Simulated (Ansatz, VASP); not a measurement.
## One calculation of Tl, two programs

INCAR

```
  PREC = Accurate
  ENCUT = 520
  EDIFF = 1E-7
  ISMEAR = 0
  SIGMA = 0.15
  LREAL = False
  LASPH = True
  NELM = 100
  ALGO = Fast
  ISIF = 2
  LWAVE = False
  LCHARG = False
  GGA = PS
  NBANDS = 12
```

File KPOINTS:

```
Automatic mesh
0
Gamma
  16 16 16
```

The input POSCAR:

```
Tl
1.0
    0.0000000000      2.6513168255      2.4663412330
    2.4663412330      0.0000000000      2.4663412330
    2.4663412330      2.6513168255      0.0000000000
Tl
1
Direct
    0.0000000000      0.0000000000      0.0000000000
```

Input for Ansatz:

```yaml
crystal:
  lattice:
    - [0.0, 2.6513168255, 2.466341233]
    - [2.466341233, 0.0, 2.466341233]
    - [2.466341233, 2.6513168255, 0.0]
  atoms:
    - { symbol: Tl, position: [0.0, 0.0, 0.0] }
basis:
  ecutwfc: 420
kpoints:
  mp_grid: { grid: [16, 16, 16] }
hamiltonian:
  xc: pbesol
scf:
  occupations: { method: gaussian, width: 0.15 }
output:
  forces: true
  stress: true
  eigenvalues: true
```

Change from the starting cell: strain +0.0750 x Voigt [0, 1, 0, 0, 0, 0], atoms carried along.

Alike in both runs: task single point; functional PBEsol; k mesh 16 × 16 × 16; occupations gaussian, width 0.15 eV; no spin polarisation.

|  | VASP | Ansatz |
| --- | --- | --- |
| version | VASP 6.6.1 | Ansatz 0.2.0 |
| potentials or method | VASP PAW PBE potentials, release 64 (Tl_d) | scalar-relativistic, plane waves, PAW |
| plane-wave cutoff (eV) | 520 | 420 |
| valence electrons in the cell | 13 | 13 |

```tsv
	VASP	Ansatz	Ansatz less VASP
gap on the k mesh at the Fermi level (eV)	none	none	-
pressure (GPa)	-3.4	-3.4	+0.05
largest component of the traceless stress (GPa)	0.09	0.08	-0.001
```

A gap of «none» marks a metal or a gap that the smearing closes.

Caveats: the PAW data sets were made with another functional, which shifts forces and pressure a little (VASP). Spin-orbit coupling is left out, which matters for the levels of Tl.
